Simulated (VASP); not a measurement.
# ZnInGaO4 (R3m) in VASP: single point with PBE

Aim: the single point of ZnInGaO4 with PBE.

Program: VASP 6.6.1. These are calculated values, not measurements. Logs are shortened: lines on timing, memory, paths and dates and some standing lists are left out, and cuts for length are marked.

### Step 1. The crystal as given

The structure is trigonal, space group R3m (No. 160). Conventional cell: a = 3.361 Å, b = 3.361 Å, c = 26.140 Å, α = 90.00°, β = 90.00°, γ = 120.00°. In (site symmetry 3m) has 6 O at 2.22 to 2.23 Å as nearest neighbours. Ga (site symmetry 3m) is surrounded by 5 O at 1.94 to 2.00 Å. Around Zn (site symmetry 3m) lie 4 O at 2.01 to 2.02 Å. Around O (site symmetry 3m) lie 1 Ga at 2.00 Å and 3 Zn at 2.02 Å. O (site symmetry 3m) has 3 Ga at 1.94 Å as nearest neighbours. O (site symmetry 3m) is surrounded by 1 Ga at 1.98 Å and 3 In at 2.23 Å. Around O (site symmetry 3m) lie 1 Zn at 2.01 Å and 3 In at 2.22 Å.

The cell comes from a database or a generator and needn't be the stable form of this composition.

### Step 2. Single point, PBE, spin-orbit coupling, no magnetisation

File INCAR:

```
SYSTEM = ZnInGaO4
PREC = Accurate
ENCUT = 400
EDIFF = 1E-5
ISMEAR = 0
SIGMA = 0.02
LREAL = .FALSE.
LASPH = .TRUE.
NELM = 100
ALGO = Normal
ISIF = 2
LWAVE = .FALSE.
LCHARG = .FALSE.
MAGMOM = 0 0 0 0 0 0 0 0 0 0 0 0 0 0 0 0 0 0 0 0 0
LORBIT = 11
LSORBIT = .TRUE.
GGA_COMPAT = .FALSE.
GGA = PE
NBANDS = 78
```

File KPOINTS:

```
regular mesh
0
G
  4 4 4
  0 0 0
```

File POSCAR:

```
ZnInGaO4
1.0
    1.6803268679      0.9701371695      8.7134054620
   -1.6803268679      0.9701371695      8.7134054620
    0.0000000000     -1.9402743390      8.7134054620
In Ga Zn O
1 1 1 4
Direct
    0.0027680000      0.0027680000      0.0027680000
    0.7870340000      0.7870340000      0.7870340000
    0.2183820000      0.2183820000      0.2183820000
    0.8635990000      0.8635990000      0.8635990000
    0.1217170000      0.1217170000      0.1217170000
    0.7113580000      0.7113580000      0.7113580000
    0.2951430000      0.2951430000      0.2951430000
```

Potentials or basis: VASP PAW PBE potentials, release 64 (In_d, Ga_d, Zn, O).

Run with:

```
$ cat potpaw_PBE.64/In_d/POTCAR potpaw_PBE.64/Ga_d/POTCAR potpaw_PBE.64/Zn/POTCAR potpaw_PBE.64/O/POTCAR > POTCAR
$ mpirun -np 1 vasp_ncl > vasp.out
```

OUTCAR:

```text
SYSTEM = ZnInGaO4
   PREC = Accurate
   ENCUT = 400
   EDIFF = 1E-5
   ISMEAR = 0
   LREAL = .FALSE.
   LASPH = .TRUE.
   NELM = 100
   ISIF = 2
   LORBIT = 11
   LSORBIT = .TRUE.
   GGA = PE

 Found     20 irreducible k-points:

 Following reciprocal coordinates:
            Coordinates               Weight
  0.000000  0.000000  0.000000      1.000000
  0.250000  0.000000 -0.000000      3.000000
 -0.250000 -0.000000  0.000000      3.000000
  0.500000  0.000000 -0.000000      3.000000
  0.250000  0.250000 -0.000000      3.000000
 -0.250000 -0.250000  0.000000      3.000000
   k-points           NKPTS =     20   k-points in BZ     NKDIM =     20   number of bands    NBANDS=     78
   number of dos      NEDOS =    301   number of ions     NIONS =      7
   total plane-waves  NPLWV = 216000
   dimension x,y,z NGX =    60 NGY =   60 NGZ =   60
   dimension x,y,z NGXF=   120 NGYF=  120 NGZF=  120
   ions per type =               1   1   1   4
   NGX,Y,Z   is equivalent  to a cutoff of  11.17, 11.17, 11.17 a.u.
   NGXF,Y,Z  is equivalent  to a cutoff of  22.35, 22.35, 22.35 a.u.
 SYSTEM =  ZnInGaO4
   PREC   = accura    normal or accurate (medium, high low for compatibility)
   ISTART =      0    job   : 0-new  1-cont  2-samecut
   ICHARG =      2    charge: 1-file 2-atom 10-const
   ISPIN  =      1    spin polarized calculation?
   LNONCOLLINEAR =      T non collinear calculations
   LSORBIT =      T    spin-orbit coupling
   LASPH  =      T    aspherical Exc in radial PAW
   ENCUT  =  400.0 eV  29.40 Ry    5.42 a.u.  14.56 14.56 14.56*2*pi/ulx,y,z
   NELM   =    100;   NELMIN=  2; NELMDL= -5     # of ELM steps
   EDIFF  = 0.1E-04   stopping-criterion for ELM
   LREAL  =      F    real-space projection
   EDIFFG = 0.1E-03   stopping-criterion for IOM
   NSW    =      0    number of steps for IOM
   IBRION =     -1    ionic relax: 0-MD 1-quasi-New 2-CG
   NFREE  =      0    steps in history (QN), initial steepest desc. (CG)
   ISIF   =      2    stress and relaxation
   ISYM   =      2    0-nonsym 1-usesym 2-fastsym
   POTIM  = 0.5000    time-step for ionic-motion
   TEBEG  =    0.0;   TEEND  =   0.0 temperature during run
   PSTRESS=    0.0 pullay stress
   NELECT =      62.0000    total number of electrons
   NUPDOWN=      -1.0000    fix difference up-down
   EMIN   =  10.00;   EMAX   =-10.00  energy-range for DOS
   EFERMI =   0.00;   METHOD = LEGACY
   ISMEAR =     0;   SIGMA  =   0.02  broadening in eV -4-tet -1-fermi 0-gaus
   EFERMI_NEDOS =   21; number of points for ismear=-14 and -15
   IALGO  =     38    algorithm
   IMIX   =      4    mixing-type and parameters
     AMIX     =   0.40;   BMIX     =  1.00
     AMIX_MAG =   1.60;   BMIX_MAG =  1.00
  volume/ion in A,a.u.               =      12.17        82.16
  Fermi-wavevector in a.u.,A,eV,Ry     =   1.472369  2.782374 29.495673  2.167871
  Thomas-Fermi vector in A             =   2.587392
   LORBIT       =     11    0 simple, 1 ext, 2 COOP (PROOUT), +10 PAW based schemes
   GGA     = PE    functional components
   LHFCALC =     F    Hartree Fock is set to
   AEXX    =    0.0000 exact exchange contribution
   IVDW    =     0    specifies the selected vdW correction
   LEPSILON=     F    determine dielectric tensor
   LRPA    =     F    only Hartree local field effects (RPA)
 Gauss-broadening in eV      SIGMA  =   0.02
  energy-cutoff  :      400.00
  volume of cell :       85.22
 maximum number of plane-waves:      3164
 NGX is ok and might be reduce to    60
   NGX = 29   NGY = 29   NGZ = 29

 number of electron      61.9999977 magnetization      -0.0000000     -0.0000000      0.0000000

 number of electron      61.9999977 magnetization       0.0000000      0.0000000      0.0000000

 number of electron      61.9999977 magnetization       0.0000000      0.0000000     -0.0000000

 Free energy of the ion-electron system (eV)
  ---------------------------------------------------
  ext. energy  EPLUGINS =         0.00000000
  ---------------------------------------------------
  free energy    TOTEN  =       -37.90131770 eV

  energy without entropy =      -37.90131770  energy(sigma->0) =      -37.90131770

 E-fermi :   3.6923     XC(G=0): -11.0058

 val. band max:        3.5942039962   @ k =   0.0000   0.0000   0.0000
 cond. band min:       4.6164378452   @ k =   0.0000   0.0000   0.0000
 fundamental gap:      1.0222338491
 Fermi energy:         3.6922642294

 k-point     1 :       0.0000    0.0000    0.0000
  band No.  band energies     occupation
      1     -14.9023      1.00000
      2     -14.9023      1.00000
      3     -14.0128      1.00000
      4     -14.0128      1.00000
      5     -13.4319      1.00000
      6     -13.4319      1.00000
[... 451 lines left out ...]
     73      12.6470      0.00000
     74      12.6749      0.00000

 [... further k-points ...]

 [bands above 74 left out]

------------------------ aborting loop because EDIFF is reached ----------------------------------------

  FORCE on cell =-STRESS in cart. coord.  units (eV):
  Direction    XX          YY          ZZ          XY          YZ          ZX
  --------------------------------------------------------------------------------------
  -------------------------------------------------------------------------------------
  Total       -2.4887590     -2.4887590     -2.6419959      0.0000000     -0.0000000      0.0000000
  in kB      -46.7872309    -46.7872309    -49.6679945      0.0000000     -0.0000000      0.0000000
  external PRESSURE =     -47.7474854 kB  Pullay stress =       0.0000000 kB

 VOLUME and BASIS-vectors are now :
 -----------------------------------------------------------------------------
  energy-cutoff  :      400.00
  volume of cell :       85.22
      direct lattice vectors                 reciprocal lattice vectors
     1.680326868  0.970137169  8.713405462     0.297561153  0.171797012  0.038255230
    -1.680326868  0.970137169  8.713405462    -0.297561153  0.171797012  0.038255230
     0.000000000 -1.940274339  8.713405462     0.000000000 -0.343594023  0.038255230

 POSITION                                       TOTAL-FORCE (eV/Angst)
 -----------------------------------------------------------------------------------
      0.00000      0.00000      0.07236         0.000000      0.000000      0.046698
      0.00000      0.00000     20.57324         0.000000     -0.000000      0.019240
      0.00000      0.00000      5.70855         0.000000     -0.000000      0.042773
      0.00000      0.00000     22.57466         0.000000      0.000000     -0.016672
      0.00000      0.00000      3.18171         0.000000     -0.000000     -0.082927
      0.00000      0.00000     18.59505         0.000000      0.000000     -0.058419
      0.00000      0.00000      7.71510         0.000000     -0.000000      0.049307
 -----------------------------------------------------------------------------------
    total drift:                               -0.000000      0.000000     -0.001704

  FREE ENERGIE OF THE ION-ELECTRON SYSTEM (eV)
  ---------------------------------------------------
  free  energy   TOTEN  =       -37.9013176998 eV

  energy  without entropy=      -37.9013176998  energy(sigma->0) =      -37.90131770

 Spin-Orbit-Coupling matrix elements

 Ion:    1  E_soc:     -0.0559872
 l=   1
     0.0000000    -0.0032927    -0.0034808
    -0.0032927     0.0000000    -0.0032927
    -0.0034808    -0.0032927     0.0000000
 l=   2
     0.0000000    -0.0011840     0.0000000    -0.0011840    -0.0047672
    -0.0011840     0.0000000    -0.0036231    -0.0011779    -0.0011840
     0.0000000    -0.0036231     0.0000000    -0.0036231     0.0000000
    -0.0011840    -0.0011779    -0.0036231     0.0000000    -0.0011840
    -0.0047672    -0.0011840     0.0000000    -0.0011840     0.0000000
 l=   3
     0.0000000     0.0000000     0.0000000     0.0000000     0.0000000     0.0000000     0.0000000
     0.0000000     0.0000000     0.0000000     0.0000000     0.0000000     0.0000000     0.0000000
     0.0000000     0.0000000     0.0000000     0.0000000     0.0000000     0.0000000     0.0000000
     0.0000000     0.0000000     0.0000000     0.0000000     0.0000000     0.0000000     0.0000000
     0.0000000     0.0000000     0.0000000     0.0000000     0.0000000     0.0000000     0.0000000
     0.0000000     0.0000000     0.0000000     0.0000000     0.0000000     0.0000000     0.0000000
     0.0000000     0.0000000     0.0000000     0.0000000     0.0000000     0.0000000     0.0000000

 Ion:    2  E_soc:     -0.0091699
 l=   1
     0.0000000    -0.0007751    -0.0007505
    -0.0007751     0.0000000    -0.0007751
    -0.0007505    -0.0007751     0.0000000
 l=   2
     0.0000000    -0.0001561     0.0000000    -0.0001561    -0.0006340
    -0.0001561     0.0000000    -0.0004344    -0.0001569    -0.0001561
     0.0000000    -0.0004344     0.0000000    -0.0004344     0.0000000
    -0.0001561    -0.0001569    -0.0004344     0.0000000    -0.0001561
    -0.0006340    -0.0001561     0.0000000    -0.0001561     0.0000000
 l=   3
     0.0000000     0.0000000     0.0000000     0.0000000     0.0000000     0.0000000     0.0000000
     0.0000000     0.0000000     0.0000000     0.0000000     0.0000000     0.0000000     0.0000000
     0.0000000     0.0000000     0.0000000     0.0000000     0.0000000     0.0000000     0.0000000
     0.0000000     0.0000000     0.0000000     0.0000000     0.0000000     0.0000000     0.0000000
     0.0000000     0.0000000     0.0000000     0.0000000     0.0000000     0.0000000     0.0000000
     0.0000000     0.0000000     0.0000000     0.0000000     0.0000000     0.0000000     0.0000000
     0.0000000     0.0000000     0.0000000     0.0000000     0.0000000     0.0000000     0.0000000
[... 81 lines left out ...]
 Ion:    7  E_soc:     -0.0003213
 l=   1
     0.0000000    -0.0000528    -0.0000551
    -0.0000528     0.0000000    -0.0000528
    -0.0000551    -0.0000528     0.0000000
 l=   2
     0.0000000     0.0000000     0.0000000     0.0000000     0.0000000
     0.0000000     0.0000000     0.0000000     0.0000000     0.0000000
     0.0000000     0.0000000     0.0000000     0.0000000     0.0000000
     0.0000000     0.0000000     0.0000000     0.0000000     0.0000000
     0.0000000     0.0000000     0.0000000     0.0000000     0.0000000
 l=   3
     0.0000000     0.0000000     0.0000000     0.0000000     0.0000000     0.0000000     0.0000000
     0.0000000     0.0000000     0.0000000     0.0000000     0.0000000     0.0000000     0.0000000
     0.0000000     0.0000000     0.0000000     0.0000000     0.0000000     0.0000000     0.0000000
     0.0000000     0.0000000     0.0000000     0.0000000     0.0000000     0.0000000     0.0000000
     0.0000000     0.0000000     0.0000000     0.0000000     0.0000000     0.0000000     0.0000000
     0.0000000     0.0000000     0.0000000     0.0000000     0.0000000     0.0000000     0.0000000
     0.0000000     0.0000000     0.0000000     0.0000000     0.0000000     0.0000000     0.0000000

 total charge

# of ion       s       p       d       tot
------------------------------------------
    1        0.635   0.599  10.042  11.276
    2        0.685   0.726  10.218  11.630
    3        0.430   0.436   9.892  10.757
    4        1.579   3.464   0.000   5.043
    5        1.580   3.508   0.000   5.088
    6        1.589   3.459   0.000   5.048
    7        1.586   3.441   0.000   5.027
--------------------------------------------------
tot          8.084  15.633  30.152  53.869

 magnetization (x)

# of ion       s       p       d       tot
------------------------------------------
    1        0.000   0.000  -0.000   0.000
    2        0.000   0.000   0.000   0.000
    3        0.000   0.000   0.000   0.000
    4        0.000   0.000   0.000   0.000
    5        0.000   0.000   0.000   0.000
    6        0.000   0.000   0.000   0.000
    7       -0.000  -0.000   0.000  -0.000
--------------------------------------------------
tot         -0.000  -0.000   0.000  -0.000

 magnetization (y)

# of ion       s       p       d       tot
------------------------------------------
    1        0.000   0.000   0.000   0.000
    2        0.000   0.000   0.000   0.000
    3        0.000   0.000   0.000   0.000
    4        0.000   0.000   0.000   0.000
    5        0.000   0.000   0.000   0.000
    6        0.000   0.000   0.000   0.000
    7        0.000   0.000   0.000   0.000
--------------------------------------------------
tot          0.000   0.000   0.000   0.000

 magnetization (z)

# of ion       s       p       d       tot
------------------------------------------
    1        0.000   0.000   0.000   0.000
    2        0.000   0.000   0.000   0.000
    3        0.000   0.000   0.000   0.000
    4        0.000   0.000   0.000   0.000
    5        0.000   0.000   0.000   0.000
    6        0.000   0.000   0.000   0.000
    7        0.000   0.000   0.000   0.000
--------------------------------------------------
tot          0.000   0.000   0.000   0.000
```

Run time: 16 min. Hardware: 1 thread of Intel Xeon Platinum 8488C (Sapphire Rapids), shared host; peak memory 1.3 GiB.

The run converged, but some of its settings lie outside the range that counts as converged, so its numbers aren't taken as properties of the crystal.

Results:

```yaml
Free_energy: -37.9013 eV
Largest_force: 0.083 eV/Å
Valence_electrons_inside_the_program's_atomic_spheres: In 11.28; Ga 11.63; Zn 10.76; O 5.04, 5.09, 5.05, 5.03
```

Caveat: the k mesh is coarse (spacing up to 0.54 Å⁻¹), so the values aren't converged; the cutoff is under 1.25 times the usual one of these potentials, so pressure, stress and relaxed cells hold a basis-set (Pulay) error.
